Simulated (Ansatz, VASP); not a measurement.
**SnO: VASP beside Ansatz**

```
Sn O
1.0
     3.83637    0.00000    0.00000
     0.00000    3.83637    0.00000
     0.00000    0.00000   30.63191
Sn O
2 2
Direct
  0.50000 0.00000 0.46220
  0.00000 0.50000 0.53780
  0.00000 0.00000 0.50000
  0.50000 0.50000 0.50000
```

Alike in both runs: task single point; functional PBE; dispersion D3(BJ); k mesh 6 × 6 × 1; occupations gaussian, width 0.1 eV; no spin polarisation.

```csv
,VASP,Ansatz
version,VASP 6.6.1,Ansatz 0.2.0
potentials or method,"VASP PAW PBE potentials, release 64 (Sn_d, O)","scalar-relativistic, plane waves, PAW"
plane-wave cutoff (eV),520,420
valence electrons in the cell,40,40
```

VASP gave:

```
gap on the k mesh at the Fermi level (eV) : 2.97
least direct gap on the mesh (eV)         : 3.01
rms of the force components (eV/Å)        : 0.174
```

**Question.** Estimate Ansatz's values.

**Answer.** gap on the k mesh at the Fermi level (eV): 3.04; least direct gap on the mesh (eV): 3.07; rms of the force components (eV/Å): 0.134.

Caveats: spin-orbit coupling is left out, which moves the levels of the heavy elements. A hybrid or GW would open this gap; PBE tends to underestimate it.
